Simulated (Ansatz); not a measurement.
# Bi2TeSe2 (Skippenite) (R-3m) in Ansatz: band structure with PBE0

Aim: the band structure of Bi2TeSe2 (Skippenite) with PBE0.

Everything below comes from runs of Ansatz 0.2.0. Logs are shortened: lines on timing, memory, paths and dates and some standing lists are left out, and cuts for length are marked.

**1. Starting point**

Symmetry: R-3m, No. 166, trigonal system. The conventional cell has a = 4.183 Å, b = 4.183 Å, c = 29.137 Å, α = 90.00°, β = 90.00°, γ = 120.00°. Bi (site symmetry 3m) has 3 Se at 2.93 Å and 3 Te at 3.06 Å as nearest neighbours. Te (site symmetry -3m) has 6 Bi at 3.06 Å as nearest neighbours. Around Se (site symmetry 3m) lie 3 Bi at 2.93 Å.

**2. Band structure, PBE0**

Contents of input:

```
crystal:
  lattice:
    - [2.0915, 1.207528088, 9.7123333333]
    - [-2.0915, 1.207528088, 9.7123333333]
    - [0.0, -2.415056176, 9.7123333333]
  atoms:
    - { symbol: Bi, position: [0.60194, 0.60194, 0.60194] }
    - { symbol: Bi, position: [0.39806, 0.39806, 0.39806] }
    - { symbol: Te, position: [0.0, 0.0, 0.0] }
    - { symbol: Se, position: [0.7884, 0.7884, 0.7884] }
    - { symbol: Se, position: [0.2116, 0.2116, 0.2116] }
hamiltonian:
  xc: pbe0
  pseudopotentials: { kind: paw }
kpoints:
  mp_grid: { grid: [6, 6, 6] }
  band_path:
    path:
      - [[0.0, 0.0, 0.0], [0.5, 0.0, 0.0], [0.5, 0.1769718581, -0.1769718581]]
      - [[0.8230281419, 0.5, 0.1769718581], [0.5, 0.5, 0.5], [0.0, 0.0, 0.0], [0.3384859291, 0.0, -0.3384859291]]
      - [[0.6615140709, 0.3384859291, 0.0], [0.5, 0.5, 0.0], [0.6615140709, 0.6615140709, 0.1769718581], [0.5, 0.5, 0.5]]
      - [[0.5, 0.0, 0.0], [0.8230281419, 0.3384859291, 0.3384859291]]
    npoints: 4
scf:
  occupations: { method: fermi_dirac, width: 0.05 }
  n_extra_bands: 12
output:
  forces: true
  stress: true
  eigenvalues: true
  fatbands: false
```

Potentials or basis: Ansatz PAW.

Output:

```text
Warning: output.stress: scf.convergence.dr2_threshold = 1e-7 eV (the SCF's general default) is looser than the 5e-10 eV advised for a printed stress (1e-10 eV for each atom of the cell: 5). What an SCF threshold leaves in a stress goes as its square root, and in the free energy as the threshold itself, and one threshold admits the most on a small cell: of the crystals measured, under no hybrid functional and no lock of the moments, on runs that ended without the residual-converged pass, on stresses that held no estimate of that error, the worst erred by over 100 MPa in a component at 1e-7 eV an atom and by under 5 at 1e-10. Set scf.convergence.dr2_threshold to 5e-10 eV or tighter. The threshold is an SCF's pass mark: one that does not reach it within its budget of iterations ends unconverged, or closes short of it on a stop that the run arms, and scf.convergence.dr2_threshold's page says what that costs each kind of run
Warning: output.stress: scf.exx.energy_threshold = 1e-6 eV is looser than the 5e-8 eV advised for a stress under a hybrid functional (1e-8 eV for each atom of the cell: 5). Every SCF of the exchange loop can meet its threshold on dr2 while the loop round them stops early: no threshold on dr2 bounds what that leaves in the stress. Set scf.exx.energy_threshold to 5e-8 eV or tighter. The threshold is the loop's pass mark: a loop that does not reach it within its budget of cycles ends unconverged, and scf.exx.energy_threshold's page has the law
basis.fft_grid_basis auto: the FFT boxes are laid along the combinations [[1, 0, -1], [0, 1, -1], [0, 0, 1]] of the cell's own vectors, 4.183, 4.183 and 10.008 Å long. The dense box has 30×30×72 points. Along the cell's own vectors, as sized, it would have 72×72×72, 5.76 times as many. Of the 12 symmetry operations that the crystal satisfies within crystal.symmetry.tolerance (time reversal apart; of a slab, those that keep its plane) the dense box along the cell's own vectors carries 12, and the one as laid loses 8 of those. basis.fft_grid_basis: typed keeps the cell's own vectors: state it where this run's energies or levels are differenced outside the engine with another run's, or held beside a run that keeps those vectors.
scf.n_extra_bands = 12 over 39 filled bands (N_el = 78.0): the run solves 51 bands
GPUs: using 1 of 1 available (devices: 1).
Engine: ansatz 0.2.0, x86_64-unknown-linux-gnu
Pseudopotentials: kind: paw
Pseudopotential: Bi, paw, valence charge 15, recommended cutoff 420 eV (normal), Bi.paw.azcp
Pseudopotential: Te, paw, valence charge 16, recommended cutoff 420 eV (normal), Te.paw.azcp
Pseudopotential: Se, paw, valence charge 16, recommended cutoff 420 eV (normal), Se.paw.azcp
Functional definition: PBE0
  parameter a = 0.25
  parameter kappa = 0.804
  parameter beta = 0.06672455060314922
  exchange = (1 - a)*pbe_x(kappa = kappa, mu = beta*pi^2/3) + a*exact_x
  correlation = pbe_c(beta = beta)
device memory: the entry about to start is reckoned to put 2.5 GiB on a device that reports 69.7 GiB free (of which the cap on the GPU budget leaves the run 18.0 GiB)
GPU FFT provider: cuFFT
GPU libraries: cuBLAS 13.8.2, cuFFT 12.4.0, cuSOLVER 12.3.4
Crystal: 5 atoms, lattice volume = 147.174 Å³
Basis set: ecut = 420 eV, 2835 PW (Γ), FFT grids on a1−a3, a2−a3, a3, exchange–correlation on 60×60×144 points (8 copies of the dense FFT grid, shifted against one another)
Bands: 51, of which v1, the nominal top of the filled ones, is band 39 counted from 1 (38 counted from 0)
Symmetry: 12 space group operations
Space group: R-3m (ITA 166), of the structure as read, at distance tolerance 5.3e-5 Å
k-points: 32 of 216
Non-local potential: Bi, projectors of the file, l = 0: 2, l = 1: 2, l = 2: 2, l = 3: 2
Non-local potential: Te, projectors of the file, l = 0: 2, l = 1: 2, l = 2: 2, l = 3: 2
Non-local potential: Se, projectors of the file, l = 0: 2, l = 1: 2, l = 2: 3, l = 3: 1
PAW form: soft (Blöchl's): semilocal exchange-correlation on the pseudo side does not see the compensation charge
PAW frozen core: Bi, regenerated for the run's functional, and the local potential with it (the file was generated under x = pbe(κ = 0.804, μ = 0.2195149727645171), c = pbe(β = 0.06672455060314922))
PAW frozen core: Te, regenerated for the run's functional, and the local potential with it (the file was generated under x = pbe(κ = 0.804, μ = 0.2195149727645171), c = pbe(β = 0.06672455060314922))
PAW frozen core: Se, regenerated for the run's functional, and the local potential with it (the file was generated under x = pbe(κ = 0.804, μ = 0.2195149727645171), c = pbe(β = 0.06672455060314922))
PAW one-centre angular grid: Bi, 590 points (default); XC on 64 Gauss nodes
PAW one-centre angular grid: Te, 590 points (default); XC on 64 Gauss nodes
PAW one-centre angular grid: Se, 590 points (default); XC on 64 Gauss nodes
Initial density: superposition of atomic densities (neutral atoms: chi_scale 0, normalization atom), corrected by the library's trained network
Initial wavefunctions: pseudopotential atomic-orbital guess
[... 52 lines left out ...]
hybrid outer 2: dexx = +3.184e-6 eV, tail = 9.50e-8 eV, Δε = 3.69e-3 eV (about 1.47e-4 eV left of the loop's levels), ΔF = 1.14e-2 eV/Å (tail 2.06e-3)
GPU FFT provider: cuFFT
GPU libraries: cuBLAS 13.8.2, cuFFT 12.4.0, cuSOLVER 12.3.4
GPU buffer pool allocated for 64800 grid points (all kernels)
GPU transforms: local potential and band sums: pruned to the plane-wave sphere, on 27×27×72
Exchange kernel: α = 0.2500, full range, Wigner–Seitz truncation, v(0) = 31571.5776 eV·Å³, q-mesh 6×6×6, nearest image of the exchange supercell L = 25.10 Å, pair-density grid 25×25×72, without the augmentation charges, whose exchange is taken in its separable form by FFT convolution over the k-point mesh (the finest that the files' search goes to), smooth part of the exact exchange by density-matrix convolution in up to 16.85 GiB of GPU memory as planned if the GPU has room (build and FFT work areas not counted)
Frozen-core exchange: fock
SCF iter   1: F=—  HF=-42719.735227 eV  |F-HF|=—  |Δ(HF+E_count)|=         —  Δρ=1.51e-6  dr2=4.59e-9  ethr=6.09e-10  ⟨swp⟩=8.5  Hψ=3711  notcnv=0
preconditioner: auto → none  [insulator: Δε(μ)=1.402 eV  Ē_g=12.620 eV  σ=0.050 eV  W_gap=1.00  n_scr=42 (ndim 8)  ℏωp=16.2 eV  f_vac=0.036  D(μ)=0.00/eV (n_scr^D=0)]
SCF iter   2: F=-42719.735227 eV  HF=-42719.735227 eV  |F-HF|=1.02e-10  |Δ(HF+E_count)|=  1.31e-10  Δρ=3.91e-7  dr2=2.71e-10  ethr=5.52e-12  ⟨swp⟩=4.0  Hψ=4478  notcnv=0
SCF 4 converged in 2 iterations: F = -42719.735227 eV  dr2 = 2.71e-10
  Residual-converged pass: ⟨swp⟩=3.0  Hψ=3264  notcnv=0  max |occ|·‖R‖ = 8.2e-7 eV (tolerance 8.2e-7 eV)  dr2=2.71e-10  dr2_onsite=9.26e-11  max |Δocc| = 7.7e-17
hybrid outer 3: dexx = +8.981e-10 eV, tail = 7.50e-10 eV, Δε = 7.65e-5 eV (about 1.51e-5 eV left of the loop's levels), ΔF = 4.16e-4 eV/Å (tail 2.74e-4)
device memory: the entry about to start is reckoned to put 1.3 GiB on a device that reports 63.7 GiB free (of which the cap on the GPU budget leaves the run 18.0 GiB)
NSCF: frozen V_eff on 40 k-points, pencils in batches of 32, up to order 228
hybrid SCF converged: 3 outer / 17 inner (+6 warm-up), last move |dexx| = 8.98e-10 eV, tail = 7.50e-10 eV
Stability not checked: this state was not tested for a lower state beside it, because the functional holds exact exchange (a hybrid, or Hartree-Fock), whose exchange loop this test does not read (fock_operator; see scf.lower_state_search)
Free energy (F): -42719.735227 eV
Frozen-core exchange: fock
Harris-Foulkes:  -42719.735227 eV  (|F-HF|=1.02e-10)
Internal energy: -42719.735227 eV  (E = F + TS)
E sigma→0 (E₀):  -42719.735227 eV
Entropy (-TS):   -0.000000 eV (-0.000 meV/atom)
Fermi energy:    9.581149 eV
--- Per-component energies (eV) ---
  E_band       = -1416.720670
  E_kinetic    = 1016.801013
  E_local      = -9145.367859  (includes V_loc(G=0)·N_el)
  E_nonlocal   = -375.198733
  E_hartree    = 4204.673914
  E_xc         = -490.794331
  E_vxc        = -456.130041  (∫ρ·V_xc dr)
  E_exx        = -283.466836  (= α·E_x^exact, valence–valence)
  E_paw        = -29680.071427  (= ΣΔE_a)
  E_vpaw       = -299.236630  (= ΣTr[D̂ρ^β])
  E_aug_tail   = -0.002249  (compensation charges beyond the density's cutoff)
  E_ewald      = -7964.327552
  E_core_change = -1.981169  (= ΣΔE_core)
  E_smearing   = -0.000000  (= −TS)
  E_closure    = -0.000000  (closes the sum)
  Σ components = -42719.735227   (vs F -42719.735227, Δ=0.00e0)
--- Forces (eV/Å), atoms counted from 1 ---
  atom   1  Bi     0.00000000     0.00000000    -2.13779095
  atom   2  Bi     0.00000000    -0.00000000     2.13779095
  atom   3  Te    -0.00000000     0.00000000     0.00000000
  atom   4  Se    -0.00000000     0.00000000    -0.89110686
  atom   5  Se     0.00000000    -0.00000000     0.89110686
  max |Σ_I F_I| component: 4.44e-16 eV/Å
--- Stress (GPa, compression-positive) ---
        2.700503       0.000000       0.000000
        0.000000       2.700503      -0.000000
        0.000000      -0.000000       3.198078
  P = ⅓ Tr σ = 2.8664 GPa (28.664 kbar)
--- Band table (eV; the first three rows and the last of 32) ---
  k-point 0: bands = ["-42.3850", "-42.3848", "-42.3837", "-42.3837", "-42.3829", "-42.3829", "-42.3719", "-42.3719", "-42.3718", "-42.3718", "-30.6315", "-30.6315", "-30.6252", "-30.6017", "-30.6017", "-16.5211", "-16.5211", "-16.5146", "-16.5146", "-16.4925", "-16.4901", "-16.4875", "-16.4875", "-16.4836", "-16.4836", "-6.9629", "-5.9878", "-4.9569", "-2.0605", "0.0267", "6.5040", "6.5813", "6.5813", "6.5916", "6.9694", "6.9694", "7.6529", "7.6529", "8.8787", "10.2803", "10.7340", "10.7340", "12.2258", "12.6892", "12.6892", "15.4952", "16.3192", "16.3192", "16.4440", "17.2250", "17.9913"]
  k-point 1: bands = ["-42.3850", "-42.3848", "-42.3837", "-42.3837", "-42.3830", "-42.3829", "-42.3719", "-42.3718", "-42.3718", "-42.3717", "-30.6317", "-30.6315", "-30.6249", "-30.6017", "-30.6011", "-16.5270", "-16.5196", "-16.5177", "-16.5114", "-16.4914", "-16.4883", "-16.4868", "-16.4854", "-16.4838", "-16.4815", "-6.6657", "-5.7622", "-4.7621", "-2.1646", "-0.3926", "4.8716", "5.3179", "5.8223", "5.8224", "6.8662", "7.4496", "7.4718", "7.6406", "8.2652", "11.3474", "11.4445", "11.5550", "12.3273", "12.8012", "13.5952", "14.5276", "15.7552", "16.7963", "17.3987", "17.9837", "18.1392"]
  k-point 2: bands = ["-42.3849", "-42.3848", "-42.3837", "-42.3835", "-42.3831", "-42.3829", "-42.3719", "-42.3718", "-42.3717", "-42.3717", "-30.6321", "-30.6315", "-30.6242", "-30.6016", "-30.5997", "-16.5396", "-16.5306", "-16.5147", "-16.5065", "-16.4955", "-16.4906", "-16.4803", "-16.4780", "-16.4757", "-16.4753", "-5.8205", "-5.2103", "-4.3173", "-2.6933", "-1.4559", "3.0720", "4.7167", "4.8757", "5.0420", "6.0347", "6.0623", "7.3040", "7.6013", "8.2716", "11.0180", "11.4328", "12.0424", "13.4690", "13.6258", "13.9049", "15.1121", "16.3067", "17.2440", "18.3615", "18.9591", "19.2006"]
  k-point 31: bands = ["-42.3850", "-42.3848", "-42.3837", "-42.3837", "-42.3829", "-42.3829", "-42.3719", "-42.3719", "-42.3718", "-42.3718", "-30.6315", "-30.6315", "-30.6252", "-30.6017", "-30.6017", "-16.5211", "-16.5211", "-16.5147", "-16.5147", "-16.4925", "-16.4902", "-16.4875", "-16.4875", "-16.4835", "-16.4835", "-6.8445", "-6.3184", "-4.5328", "-2.5119", "0.3684", "5.7186", "6.5356", "6.5356", "7.2330", "7.2330", "7.3733", "7.3733", "7.5635", "8.3842", "10.7682", "11.0206", "11.0206", "11.8656", "12.3604", "12.3604", "15.3529", "16.1623", "16.1623", "16.8435", "17.4932", "18.8137"]
```

It took 6.9 min on 1 × NVIDIA H100 80GB HBM3 with 2 threads of AMD EPYC 7R13 (Zen 3), shared host; peak memory 8.7 GiB.

What came out:

```yaml
Free_energy: -42719.7352 eV
Pressure: 2.9 GPa
Largest_force: 2.138 eV/Å
Band_gap_on_the_k_mesh: 1.40 eV, direct
Band_gap_along_the_path: 1.40 eV, direct
```

Forces in eV/Å, atoms in the order of the input:
```
Bi   0.000  0.000 -2.138
Bi   0.000  0.000  2.138
Te   0.000  0.000  0.000
Se   0.000  0.000 -0.891
Se   0.000  0.000  0.891
```

Levels at the corners of the path, in eV from the valence-band top:
```
point  band 35  band 36  band 37  band 38  band 39  band 40  band 41  band 42  band 43  band 44
    Γ    -1.91    -1.91    -1.23    -1.23     0.00     1.40     1.86     1.86     3.35     3.81
    L    -3.34    -3.15    -2.49    -1.28    -0.60     1.85     2.39     3.86     4.42     4.78
   B1    -3.78    -2.99    -2.12    -1.13    -0.78     2.67     2.87     3.68     5.43     6.18
    B    -3.78    -2.99    -2.12    -1.13    -0.78     2.67     2.87     3.68     5.43     6.18
    Z    -1.65    -1.51    -1.51    -1.32    -0.49     1.89     2.14     2.14     2.99     3.48
    Γ    -1.91    -1.91    -1.23    -1.23     0.00     1.40     1.86     1.86     3.35     3.81
    X    -3.45    -3.35    -1.95    -1.34    -0.75     2.59     3.29     3.42     5.72     5.78
    Q    -3.45    -3.35    -1.95    -1.34    -0.75     2.59     3.29     3.42     5.72     5.78
    F    -2.70    -2.16    -2.00    -1.86    -1.09     2.31     2.86     3.04     4.18     4.54
   P1    -2.85    -2.69    -1.67    -1.54    -1.23     2.48     2.70     2.84     4.17     4.77
    Z    -1.65    -1.51    -1.51    -1.32    -0.49     1.89     2.14     2.14     2.99     3.48
    L    -3.34    -3.15    -2.49    -1.28    -0.60     1.85     2.39     3.86     4.42     4.78
    P    -2.85    -2.69    -1.67    -1.54    -1.23     2.48     2.70     2.84     4.17     4.77
```

Caveat: spin-orbit coupling is left out, which as a rule narrows the gap of such compounds by several tenths of an eV; the PAW data sets come from PBE, with cores solved anew for the run's functional, which leaves a small shift of forces and pressure; forces of over 1 eV/Å show positions far from the minimum, so gaps and moduli don't describe the material at rest; the thresholds are loose for stress.
